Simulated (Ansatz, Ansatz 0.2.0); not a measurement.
# Lattice constants of the borocarbide LaRh2B2C from PBEsol and r2SCAN relaxations

## Experiment

The measured cell comes from "Heavy fermion behavior in PrRh2B2C: Excitonic mass enhancement" (2009, arXiv:0905.3266). That work is about the praseodymium compound, a new quaternary borocarbide studied by magnetisation, specific heat and resistivity, the last also under pressure. The lanthanum compound was made alongside it as a reference without local rare-earth moments. Both were arc-melted; the lanthanum sample is a polycrystal annealed at 1200 C, and its tetragonal lattice constants were obtained by powder X-ray diffraction: a = 3.896 Å and c = 10.247 Å. The temperature of the diffraction measurement is not given with the values.

| compared with | measured | source's wording or label | method |
| --- | --- | --- | --- |
| a (Å) | 3.896 | a | powder XRD |
| c (Å) | 10.247 | c | powder XRD |

Conditions are those given with the value in the passage it was taken from; "not stated" means there, and the paper may say more elsewhere.

## Plan

I want both lattice constants of LaRh2B2C from a full relaxation of cell and atoms, using the six-atom primitive cell of the LuNi2B2C type in I4/mmm. The relaxation starts from the measured cell. Symmetry leaves a, c and the height of boron free.

I count a and c as reproduced if each lies within 1 % of the diffraction value. A good semilocal functional is usually off by about half a per cent in such a metal, and thermal and zero-point expansion, absent from a static calculation, should add a few tenths of a per cent to the measured lengths. A miss beyond 1 % would therefore point to something other than routine error. I judge the two lengths separately, because errors of opposite sign can cancel in the volume.

I go straight to PBEsol, which was built for equilibrium geometries of dense solids. LDA would cost about the same and would most likely give too small a cell. The compound is a nonmagnetic metal, so I leave out spin polarisation and put the effort into the k mesh. After that I want a check on the potentials and one neighbouring functional for scale.

Plain PBE is not among the levels examined in this study.

System: LaRh2B2C, LuNi2B2C-type tetragonal; I4/mmm (No. 139), 6 atoms in the primitive cell; the database structure is a database entry's sites in a cell taken from published measurements: a = 3.896 Å, c = 10.247 Å; structure from the Materials Project.

## 1. PBEsol on two dense k meshes

The Rh 4d bands cross the Fermi level, and the stress in a metal can depend on how finely they are sampled. I run the PBEsol relaxation on a 12×12×12 mesh together with the same relaxation on 16×16×16, so that the mesh is settled before I read anything into the deviation from experiment. I expect both lengths slightly below the measured ones.

**Run 1.** Ansatz 0.2.0: PBEsol, cell and atoms relaxed from the database structure, PAW set soft_2, cutoff 420 eV (default), 12x12x12 k mesh, Gaussian smearing 0.1 eV.

Key lines of the input:
```
crystal:
  # lattice and atoms
kpoints:
  mp_grid: { grid: [12, 12, 12] }
hamiltonian:
  xc: pbesol
scf:
  occupations: { method: gaussian, width: 0.1 }
output:
  forces: true
  stress: true
relax:
  adjacent_minimum: "off"
  f_tol: 0.005
  max_steps: 60
  cell: { stress_tol: 0.03 }
```

Command:
```
ansatz run input.yaml --threads 4 --pin off --max-ram 16384MiB --backend cpu --events-out ev --progress --plain --runs-dir out
```

Selected lines of the output:
```
relax step   1: F+E_penalty+E_count = -19394.38178063 eV  [...]  max|allowed force component| = 5.775e-1 eV/Å  [...]  P = -3.714 GPa  Ω = 77.769 Å³  (7 SCF iters, dr2 threshold 1.00e-7 eV [...]
    - [-1.9250776235752336, 1.9250776235752336, 5.134811605259273]
```

Converged; 40 s on 4 cores of Arm Neoverse V2, shared host.

**Run 2.** Ansatz 0.2.0: PBEsol, cell and atoms relaxed from the database structure, PAW set soft_2, cutoff 420 eV (default), 16x16x16 k mesh, Gaussian smearing 0.1 eV.

Key lines of the input, as changed from run 1:
```diff
  kpoints:
-   mp_grid: { grid: [12, 12, 12] }
+   mp_grid: { grid: [16, 16, 16] }
```

Selected lines of the output:
```
relax step   1: F+E_penalty+E_count = -19394.38215921 eV  [...]  max|allowed force component| = 5.819e-1 eV/Å  [...]  P = -3.711 GPa  Ω = 77.769 Å³  (7 SCF iters, dr2 threshold 1.00e-7 eV [...]
    - [-1.9252036684343492, 1.9252036684343492, 5.134237788189571]
```

Converged; took 73 s.

| quantity | run 1 | run 2 | measured |
| --- | --- | --- | --- |
| a (Å) | 3.850 | 3.850 | 3.896 |
| c (Å) | 10.270 | 10.268 | 10.247 |
| conventional cell volume (Å³) | 152.23 | 152.24 |  |

The mesh is settled: going from 12×12×12 to 16×16×16 leaves a at 3.850 Å and moves c by about 0.001 Å. The deviation from experiment is therefore not a sampling matter.

PBEsol puts c 0.2 % above the measured value, well inside the target, but a comes out 1.2 % short, a narrow miss. I had expected both lengths slightly low; instead the cell is squeezed in the plane and marginally stretched along the axis. Thermal and zero-point expansion would lengthen the computed a and bring it closer, but would also push c further above experiment. A uniform error in volume cannot explain this pattern.

## 2. PBEsol with norm-conserving potentials

Before I blame the functional for the short a axis, I want the potentials and the basis tested. I repeat the PBEsol relaxation with PseudoDojo norm-conserving potentials at their much higher cutoff, on the 12×12×12 mesh. If the soft PAW set or its 420 eV cutoff distorts the cell, a should move visibly; I expect a shift of a few thousandths of an ångström at most.

**Run 3.** Ansatz 0.2.0: PBEsol, PseudoDojo norm-conserving pseudopotentials, cell and atoms relaxed from the database structure, cutoff 1497 eV (default), 12x12x12 k mesh, Gaussian smearing 0.1 eV.

Key lines of the input, as changed from run 1:
```diff
  hamiltonian:
+   pseudopotentials: { kind: nc, accuracy: standard }
```

Selected lines of the output:
```
relax step   1: F+E_penalty+E_count = -7661.49714413 eV  [...]  max|allowed force component| = 6.293e-1 eV/Å  [...]  P = -3.474 GPa  Ω = 77.769 Å³  (13 SCF iters, dr2 threshold 1.00e-7 eV [...]
relax step   2: F+E_penalty+E_count = -7661.52519072 eV  [...]  max|allowed force component| = 3.315e-1 eV/Å  [...]  P = +2.671 GPa  Ω = 75.315 …
    - [-1.9252917939504326, 1.9252917939504326, 5.1389643610191555]
```

Converged; took 3.8 min.

| quantity | run 3 | measured | deviation |
| --- | --- | --- | --- |
| a (Å) | 3.851 | 3.896 | −0.045 (−1.2 %) |
| c (Å) | 10.278 | 10.247 | +0.031 (+0.3 %) |
| conventional cell volume (Å³) | 152.39 |  |  |

The short a axis survives the change of potentials and basis. With the norm-conserving set a moves by less than 0.001 Å and stays 1.2 % below the diffraction value; c grows by 0.008 Å, which is small against the 1 % I allow. The soft PAW set at 420 eV is therefore not what shortens a, and I can go on using PAW potentials for PBEsol here. What remains is the functional, something left out of the model, or the measured cell itself.

## 3. r2SCAN as the neighbouring functional

I now change the functional and keep the 12×12×12 mesh. r2SCAN is a meta-GGA built on different constraints, so it tells me whether the in-plane shortfall is particular to PBEsol. I expect a somewhat larger cell, which could bring a inside the target but would probably lengthen c as well. If a stays short while c stays long, the error in the shape of the cell is common to both functionals.

**Run 4.** Ansatz 0.2.0: r2SCAN, cell and atoms relaxed from the database structure, PAW set soft_2, cutoff 500 eV (default), 12x12x12 k mesh, Gaussian smearing 0.1 eV.

Key lines of the input, as changed from run 1:
```diff
  hamiltonian:
-   xc: pbesol
+   xc: r2scan
```

Command:
```
ansatz run input.yaml --threads 8 --pin off --max-ram 16384MiB --backend cpu --events-out ev --progress --plain --runs-dir out
```

Selected lines of the output:
```
relax step   1: F+E_penalty+E_count = -19663.99090663 eV  [...]  max|allowed force component| = 3.510e-1 eV/Å  [...]  P = +0.313 GPa  Ω = 77.769 Å³  (8 SCF iters, dr2 threshold 1.00e-7 eV [...]
relax step   6: F+E_penalty+E_count = -19663.99730142 eV  [...]  max|allowed force component| = 6.652e-5 eV/Å  [...]  P = -0.000 GPa  Ω = 77.775 …
relax step   7: F+E_penalty+E_count = -19663.99728458 eV  [...]  max|allowed force component| = 1.011e-4 eV/Å  [...]  P = -0.001 GPa  Ω = 77.775 …
    - [-1.9421909123341854, 1.9421909123341854, 5.154592869425058]
```

Converged; 42 s on 8 cores of Arm Neoverse V2, shared host.

| quantity | run 4 | measured | deviation |
| --- | --- | --- | --- |
| a (Å) | 3.884 | 3.896 | −0.012 (−0.3 %) |
| c (Å) | 10.309 | 10.247 | +0.062 (+0.6 %) |
| conventional cell volume (Å³) | 155.55 |  |  |

r2SCAN brings both lengths inside the target: a is 0.3 % short and c 0.6 % long. The cell grows in both directions relative to PBEsol, but proportionally more in the plane, so its shape improves as well. The relaxed primitive volume, 77.775 Å³, is almost exactly that of the measured cell, 77.769 Å³. I give this little weight, because it comes from a short a and a long c cancelling.

The axial ratio c/a is about 2.65 with r2SCAN and about 2.67 with PBEsol, against about 2.63 from the measured lengths. Both functionals thus make the cell too slender, r2SCAN less so.

## 4. Mesh for r2SCAN, spin-orbit for PBEsol

Two points are open. The mesh test so far holds for PBEsol only, so I repeat the r2SCAN relaxation on 6×6×6; if even halving the mesh hardly moves the cell, 12×12×12 is a safe basis for the result. I also relax with PBEsol and spin-orbit coupling on 12×12×12, since the coupling is an obvious piece of physics left out of the PBEsol runs that miss a. For La and Rh I expect it to change the lengths by far less than the missing 0.046 Å.

**Run 5.** Ansatz 0.2.0: r2SCAN, cell and atoms relaxed from the database structure, PAW set soft_2, cutoff 500 eV (default), 6x6x6 k mesh, Gaussian smearing 0.1 eV.

Key lines of the input, as changed from run 4:
```diff
  kpoints:
-   mp_grid: { grid: [12, 12, 12] }
+   mp_grid: { grid: [6, 6, 6] }
```

Selected lines of the output:
```
relax step   1: F+E_penalty+E_count = -19663.98244558 eV  [...]  max|allowed force component| = 3.781e-1 eV/Å  [...]  P = +0.321 GPa  Ω = 77.769 Å³  (8 SCF iters, dr2 threshold 1.00e-7 eV [...]
relax step   5: F+E_penalty+E_count = -19663.98887868 eV  [...]  max|allowed force component| = 4.398e-3 eV/Å  [...]  P = +0.003 GPa  Ω = 77.769 …
relax step   6: F+E_penalty+E_count = -19663.98885736 eV  [...]  max|allowed force component| = 4.357e-3 eV/Å  [...]  P = +0.002 GPa  Ω = 77.769 …
    - [-1.9430008497772264, 1.9430008497772264, 5.149917522946289]
```

Converged; took 9.5 s.

**Run 6.** Ansatz 0.2.0: PBEsol with spin-orbit coupling, cell and atoms relaxed from the database structure, cutoff 420 eV (default), 12x12x12 k mesh, Gaussian smearing 0.1 eV.

Key lines of the input, as changed from run 1:
```diff
  hamiltonian:
+   pseudopotentials: { kind: paw_fr }
+ magnetization:
+   noncollinear: true
+   spin_orbit: true
```

Selected lines of the output:
```
relax step   1: F+E_penalty+E_count = -19403.14186837 eV  [...]  max|allowed force component| = 5.696e-1 eV/Å  [...]  P = -3.713 GPa  Ω = 77.769 Å³  (11 SCF iters, dr2 threshold 1.00e-7 eV [...]
    - [-1.9243309557449284, 1.9243309557449284, 5.138755134657755]
```

Converged; 3.9 min on 4 cores of Intel Xeon Platinum 8488C (Sapphire Rapids), shared host.

| quantity | run 5 | run 6 | measured |
| --- | --- | --- | --- |
| a (Å) | 3.886 | 3.849 | 3.896 |
| c (Å) | 10.300 | 10.278 | 10.247 |
| conventional cell volume (Å³) | 155.54 | 152.23 |  |

Halving the r2SCAN mesh lengthens a by 0.002 Å and shortens c by 0.009 Å. Even on the coarse mesh both lengths stay inside the target, and the shifts are small beside the room left to its limits. I keep the 12×12×12 values as the r2SCAN result; a mesh denser than that was tested with PBEsol only.

The relaxation with spin-orbit coupling does not repair PBEsol. It shortens a by about 0.001 Å and lengthens c by 0.008 Å, both away from experiment. The potential files changed to fully relativistic ones along with the coupling, so I cannot assign these small shifts to the coupling alone. Together the two changes are far too small to account for the missing length in the plane.

## Summary of runs

| run | settings | a (Å) | deviation | c (Å) | deviation | cost |
| --- | --- | --- | --- | --- | --- | --- |
| 1 | PBEsol, PAW set soft_2, cutoff 420 eV (default), 12x12x12 k mesh | 3.850 | −0.046 (−1.2 %) | 10.270 | +0.023 (+0.2 %) | 2.6 core-min |
| 2 | PBEsol, 16x16x16 mesh | 3.850 | −0.046 (−1.2 %) | 10.268 | +0.021 (+0.2 %) | 4.8 core-min |
| 3 | PBEsol, PseudoDojo, cutoff 1497 eV | 3.851 | −0.045 (−1.2 %) | 10.278 | +0.031 (+0.3 %) | 15 core-min |
| 4 | r2SCAN, cutoff 500 eV | 3.884 | −0.012 (−0.3 %) | 10.309 | +0.062 (+0.6 %) | 5.5 core-min |
| 5 | r2SCAN, cutoff 500 eV, 6x6x6 mesh | 3.886 | −0.010 (−0.3 %) | 10.300 | +0.053 (+0.5 %) | 76 core-s |
| 6 | PBEsol with spin-orbit coupling, cutoff 420 eV (default), 12x12x12 k mesh | 3.849 | −0.047 (−1.2 %) | 10.278 | +0.031 (+0.3 %) | 16 core-min |
|  | measured | 3.896 |  | 10.247 |  |  |

## Verdict

PBEsol, the level I committed to, narrowly misses the target: c is 0.2 % long, but a is 1.2 % short where I allowed 1 %. r2SCAN, brought in as a neighbour for scale, meets both limits on the 12×12×12 mesh, with a 0.3 % short and c 0.6 % long, for 5.5 core-minutes. The PBEsol miss is too thin to rank the two functionals on, and PBEsol is the closer one for c.

The norm-conserving check mattered most, because it showed that the short a does not come from the soft PAW set or its cutoff. The denser PBEsol mesh and the run with spin-orbit coupling changed almost nothing, though they removed two possible explanations. For r2SCAN I tested only a coarser mesh; its potentials and cutoff remain untested.

Both functionals make the cell too slender. Thermal and zero-point expansion, a rough few tenths of a per cent, would lengthen the computed axes. That could bring PBEsol's a to about the limit, but it would push r2SCAN's c towards its own limit. Unless the expansion is strongly anisotropic, it cannot correct the axial ratio.

The cause of that shape error stays open. It may be an error the two functionals share, or the arc-melted sample may depart from the ideal composition or order that I modelled; no run here separates these.

[Logs are printed without paths, hosts, clocks, repeated set-up lines and the standing remarks that a program may print on its own settings, such as how far it seeks lower states.]

[The runs shown are a pick from a larger set of finished runs; failed, doubtful and other runs were left out of it ahead of writing. So were measured values far from every level or from commonly accepted values, and agreement can look better than it is. Lines of input and output are excerpts and may be shortened.]

[Plain PBE was run on this system too; it isn't shown.]
